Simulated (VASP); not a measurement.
Crystal: CdO (Monteponite).

```
Cd O
1.0
     0.00000    2.34950    2.34950
     2.34950    0.00000    2.34950
     2.34950    2.34950    0.00000
Cd O
1 1
Direct
  0.00000 0.00000 0.00000
  0.50000 0.50000 0.50000
```

| Item | Value |
| --- | --- |
| Program | VASP 6.6.1 |
| Task | relaxation of cell and atoms |
| Functional | revPBE |
| Potentials or basis | VASP PAW PBE potentials, release 64 (Cd, O) |
| Cutoff | 600 eV |
| k mesh | 10 × 10 × 10 |
| Occupations | fermi-dirac, width 0.05 eV |
| Spin | no spin polarisation |

At the start: pressure 10.7 GPa; volume 12.97 Å³/atom.

Where does the relaxation end?

Over 3 steps the energy falls by 31.9 meV/atom and the volume is 14.00 Å³/atom (+8.0 %); space group Fm-3m (No. 225, to 0.05 Å).

Step by step:
```tsv
step	energy change (eV)	largest force (eV/Å)	pressure (GPa)	volume (Å³)
1	0.0000	0.0000	10.68	25.94
2	-0.0438	0.0000	-4.67	29.32
3	-0.0638	0.0000	0.00	28.01
```

Final structure:
```cif
data_structure
_symmetry_space_group_name_H-M 'P 1'
_symmetry_Int_Tables_number 1
_cell_length_a 3.4089
_cell_length_b 3.4089
_cell_length_c 3.4089
_cell_angle_alpha 60.000
_cell_angle_beta 60.000
_cell_angle_gamma 60.000
_cell_volume 28.01
loop_
_atom_site_label
_atom_site_type_symbol
_atom_site_fract_x
_atom_site_fract_y
_atom_site_fract_z
_atom_site_occupancy
Cd1 Cd 0.00000 0.00000 0.00000 1
O1 O 0.50000 0.50000 0.50000 1
```

Caveat: the PAW data sets were made with another functional, which shifts forces and pressure a little.
